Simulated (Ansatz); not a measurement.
Pd:

```
CELL_PARAMETERS angstrom
2.78367 0.00000 0.00000
-1.39183 2.41072 0.00000
0.00000 0.00000 4.62889
ATOMIC_POSITIONS crystal
Pd 0.33333 0.66667 0.25000
Pd 0.66667 0.33333 0.75000
```

This isn't the form of Pd at room conditions, which is fcc.

Base run:

| Quantity | Value |
| --- | --- |
| Program | Ansatz 0.2.0 |
| Functional | PBEsol |
| Potentials or basis | all-electron LAPW, scalar-relativistic |
| Cutoff | 260 eV |
| Density cutoff | 1039 eV |
| Basis error allowed | 0.001 eV/atom |
| k mesh | 11 × 11 × 6 |
| Occupations | fermi-dirac, width 0.05 eV |
| Spin | no spin polarisation |

Its results: pressure -10.4 GPa.

After a change of settings the same cell gave: pressure -15.7 GPa. Which change was it?
A. potentials or basis from all-electron LAPW, scalar-relativistic to all-electron PAW datasets made for the crystal
B. potentials or basis from all-electron LAPW, scalar-relativistic to all-electron LAPW, non-relativistic
C. k mesh from 11 × 11 × 6 to 8 × 8 × 4
D. functional from PBEsol to LDA

D.

LDA binds more tightly than PBEsol, so the same cell stands under less pressure.

Not every run made on this cell is shown here.
